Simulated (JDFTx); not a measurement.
Moving the functional in C

It takes space group Fd-3m (No. 227, cubic). The conventional cell has a = 3.567 Å, b = 3.567 Å, c = 3.567 Å, α = 90.00°, β = 90.00°, γ = 90.00°. Around C (site symmetry -43m) lie 4 C at 1.54 Å.

Kept alike: task band structure; k mesh 13 × 13 × 13; occupations fermi-dirac, width 0.05 eV; no spin polarisation. Program: JDFTx, SG15-PBE-1.2 with smoothed tails, cutoff 1361 eV. The mesh is that of the run's cell of 2 atoms. No spin-orbit coupling.

| run | band gap (eV) |
| --- | --- |
| A | 4.257 |
| B | 3.997 |
| C | 3.948 |

Gaps are the smaller of the mesh's and the band path's. All rows use potentials made for PBE.

Problem. The runs differ in the functional alone: LDA; PBEsol; r2SCAN. Which run is which?

Solution. Run A is r2SCAN; run B is PBEsol; run C is LDA. The band gap runs from 3.948 (LDA) to 4.257 eV (r2SCAN). Measured: 5.5 eV (arxiv:1902.02958); nearest r2SCAN, 1.243 eV off. Semilocal gaps fall short of quasiparticle gaps.

The gap of diamond barely changes between LDA and PBEsol, and the clear step comes with r2SCAN, which still recovers only a small part of the distance to experiment. The gap is large in every run because short, strong covalent bonds split the sp3 bonding states, which fill the valence band, widely from the empty antibonding ones. With the structure held fixed, the spread reflects the electronic description and not a change in bond length. LDA and PBEsol both act through a multiplicative potential that lacks the derivative discontinuity, whereas r2SCAN depends on the kinetic-energy density, and its orbital-dependent operator probably opens the gap by taking up part of that discontinuity. The ordering therefore gives a physical basis for recognising r2SCAN, but the separation between the other two is too slight to tell them apart securely from general reasoning alone. A wider gap here also says nothing about which functional better describes diamond's cohesion or equilibrium volume.
